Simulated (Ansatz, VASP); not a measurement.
## LiF (Griceite) in VASP and in Ansatz

```
Li F
1.0
     0.00000    2.01400    2.01400
     2.01400    0.00000    2.01400
     2.01400    2.01400    0.00000
Li F
1 1
Direct
  0.00000 0.00000 0.00000
  0.50000 0.50000 0.50000
```

Alike in both runs: task relaxation of the atoms; functional PBE; k mesh 8 × 8 × 8; occupations fermi-dirac, width 0.02 eV; no spin polarisation.

|  | VASP | Ansatz |
| --- | --- | --- |
| version | VASP 6.6.1 | Ansatz 0.2.0 |
| potentials or method | VASP PAW PBE potentials, release 64 (Li_sv, F) | plane-wave PAW, scalar-relativistic |
| plane-wave cutoff (eV) | 520 | 420 |
| valence electrons in the cell | 10 | 10 |

```tsv
	VASP	Ansatz	Ansatz less VASP
gap on the k mesh at the Fermi level, each at its own relaxed structure (eV)	9.09	9.09	+0.002
```

Ansatz warned: «stress_scf_threshold_loose».

Caveats: the relaxation stopped at its first step, so nothing moved. A k mesh can miss the band edges.
